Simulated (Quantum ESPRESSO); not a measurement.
SnSe under changes of volume

One of the cells (27.271 Å³/atom); the others are scaled copies at fixed shape and fractional positions:

```
Sn Se
1.0
     0.00000    3.01000    3.01000
     3.01000    0.00000    3.01000
     3.01000    3.01000    0.00000
Sn Se
1 1
Direct
  0.00000 0.00000 0.00000
  0.50000 0.50000 0.50000
```

Measurements of this composition are mostly on another form, of space group No. 62.

```yaml
Program: Quantum ESPRESSO 7.5
Functional: LDA
Potentials_or_basis: PseudoDojo 0.4.1 SR LDA standard
Cutoff: 1170 eV
Density_cutoff: 4680 eV
k_mesh: 8 × 8 × 8
Occupations: fermi-dirac, width 0.05 eV
Spin: no spin polarisation
```

```csv
volume (Å³/atom),energy over the lowest point (meV/atom),pressure (GPa),gap on the mesh (eV)
25.635,0.00,-0.1,0.77
26.180,2.54,-1.3,0.75
26.725,8.95,-2.4,0.69
27.271,?,?,?
27.816,31.77,-4.2,0.53
28.362,47.47,-5.0,0.45
28.907,65.63,-5.7,0.38
```

What does the run at 27.271 Å³/atom give?

Energy over the lowest point 18.82 meV/atom; pressure -3.4 GPa; gap on the mesh 0.61 eV.

Worked out: A Birch-Murnaghan fit of order 3 (a polynomial in V^(-2/3)) to the other rows has its minimum at 25.58 Å³/atom, just outside them, with B0 = V·E''(V) = 60 GPa and B' = 4.3. It gives 18.82 meV/atom at 27.271 Å³/atom, against the run's 18.82, and -dE/dV = -3.4 GPa, against -3.4. A parabola through the other rows of the gap, of slope -3.48 eV per unit of ln V there, gives 0.62 eV, against the run's 0.61.

Energies are extrapolated to zero smearing.

Caveats: spin-orbit coupling is left out, which moves the levels of the heavy elements.

A mesh can miss the band edges.
